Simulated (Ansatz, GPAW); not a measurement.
Given: the input of a run of GPAW 26.7.0 (ASE script) on CoO. 

run.py

```python
from ase.dft.bandgap import bandgap
from ase.io import read, write
from ase.units import Bohr, GPa
from gpaw import GPAW, PW
from gpaw.elf import elf_from_dft_calculation

atoms = read('CoO.xyz')
atoms.set_initial_magnetic_moments([2.0, 0.0])

calc = GPAW(mode=PW(800),
            xc='PBE',
            kpts={'size': (11, 11, 11), 'gamma': True},
            occupations={'name': 'methfessel-paxton', 'order': 0, 'width': 0.016},
            nbands=17,
            convergence={'density': 1e-05, 'energy': 1e-05},
            maxiter=150,
            txt='gpaw.txt')
atoms.calc = calc
energy = atoms.get_potential_energy()
forces = atoms.get_forces()
stress = atoms.get_stress()
calc.write('gs.gpw')
write('result.traj', atoms)
print(f'Energy: {energy:.6f} eV')
print('Forces (eV/A):')
print(forces.round(4))
print('Stress (GPa):', (stress / GPa).round(3))
print('Moments:', calc.get_magnetic_moments().round(3))
print('Fermi level:', round(calc.get_fermi_level(), 4), 'eV')
print(f'Gap: {bandgap(calc)[0]:.4f} eV, direct: {bandgap(calc, direct=True)[0]:.4f} eV')

# fields on the real-space grid
write('density.cube', atoms, data=calc.get_pseudo_density() * Bohr**3)
write('potential.cube', atoms, data=calc.get_electrostatic_potential())
write('spin.cube', atoms, data=(calc.get_pseudo_density(spin=0) - calc.get_pseudo_density(spin=1)) * Bohr**3)
write('elf.cube', atoms, data=elf_from_dft_calculation(calc).data)
```

The input CoO.xyz:

```xyz
2
Lattice="0.0000000000 2.1315000000 2.1315000000 2.1315000000 0.0000000000 2.1315000000 2.1315000000 2.1315000000 0.0000000000" Properties=species:S:1:pos:R:3 pbc="T T T"
Co     0.0000000000      0.0000000000      0.0000000000
O      2.1315000000      2.1315000000      2.1315000000
```

Potentials or basis: GPAW PAW data sets (gpaw-data 1.2.1), pw.

Launch:

```bash
$ OMP_NUM_THREADS=1 python run.py
```

Question: Set up the same calculation for Ansatz 0.2.0. Potentials or basis there: Ansatz PAW, cutoff 420 eV.

Answer: As run (cutoffs and basis follow the program's own potentials, and thresholds, step limits or extra output files can differ):

The input input.yaml:

```yaml
crystal:
  lattice:
    - [0.0, 2.1315, 2.1315]
    - [2.1315, 0.0, 2.1315]
    - [2.1315, 2.1315, 0.0]
  atoms:
    - { symbol: Co, position: [0.0, 0.0, 0.0], spin: 2.0 }
    - { symbol: O, position: [0.5, 0.5, 0.5] }
hamiltonian:
  xc: pbe
  pseudopotentials: { kind: paw }
magnetization:
  spin_polarized: true
kpoints:
  mp_grid: { grid: [11, 11, 11] }
scf:
  occupations: { method: gaussian, width: 0.016 }
output:
  forces: true
  stress: true
  eigenvalues: true
  write_density: true
  write_potential: true
  elf: true
  volumetric_format: npy
```

Potentials or basis: Ansatz PAW.

Run with:

```sh
$ ansatz run input.yaml --threads 2 --pin off --max-ram 5632MiB --backend cpu --events-out ev --progress --plain --runs-dir out
```

Both were run:

|  | GPAW | Ansatz |
| --- | --- | --- |
| Pressure | -1.0 GPa | -1.6 GPa |
| Net moment | 2.99 μB per cell | 2.99 μB per cell |

Ansatz's pressure holds a Pulay term of +0.74 GPa for its cutoff of 420 eV, which the other run lacks.

The potentials hold 15 and 23 valence electrons a cell.

Where Ansatz's input types no cutoff or centring, it takes its own default and a Γ-centred mesh.

The magnetic state is the one that the start led to; the real crystal's order can differ.

Pressure is positive in compression.
